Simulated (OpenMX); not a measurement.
# CdTe under changes of volume

One of the cells (32.922 Å³/atom); the others are scaled copies at fixed shape and fractional positions:

```xyz
2
Lattice="0.0000 3.2050 3.2050 3.2050 0.0000 3.2050 3.2050 3.2050 0.0000" Properties=species:S:1:pos:R:3 pbc="T T T"
Te    4.8075    4.8075    4.8075
Cd    0.0000    0.0000    0.0000
```

- Program: OpenMX 3.8.5
- Functional: LDA
- Potentials or basis: OpenMX 2013 LDA set, Te7.0-s3p2d2f1, Cd7.0-s3p2d2, fixed grid of 50 × 50 × 50 points
- k mesh: 7 × 7 × 7
- Occupations: fermi-dirac, width 0.05 eV
- Spin: no spin polarisation

```tsv
volume (Å³/atom)	energy over the lowest point (meV/atom)	gap on the mesh (eV)
30.947	30.48	1.23
31.605	15.85	1.13
32.263	6.29	1.04
32.922	1.30	0.96
33.580	0.00	0.88
34.239	2.19	0.80
34.897	?	?
```

Problem. What does the run at 34.897 Å³/atom give?

Solution. Energy over the lowest point 7.65 meV/atom; gap on the mesh 0.73 eV.

Worked out: A Birch-Murnaghan fit of order 3 (a polynomial in V^(-2/3)) to the other rows has its minimum at 33.47 Å³/atom with B0 = V·E''(V) = 42 GPa and B' = 6.3. It gives 7.21 meV/atom at 34.897 Å³/atom, against the run's 7.65. A straight line through the other rows of the gap, of slope -4.21 eV per unit of ln V (its deformation potential), extrapolates to 0.72 eV, against the run's 0.73.

Energies are extrapolated to zero smearing.

Caveats: the basis has few d functions beyond the semicore shells, which can make volumes several per cent too large; spin-orbit coupling is left out, which moves the levels of the heavy elements; the basis of atomic orbitals isn't converged, which shifts pressures, moduli and gaps.
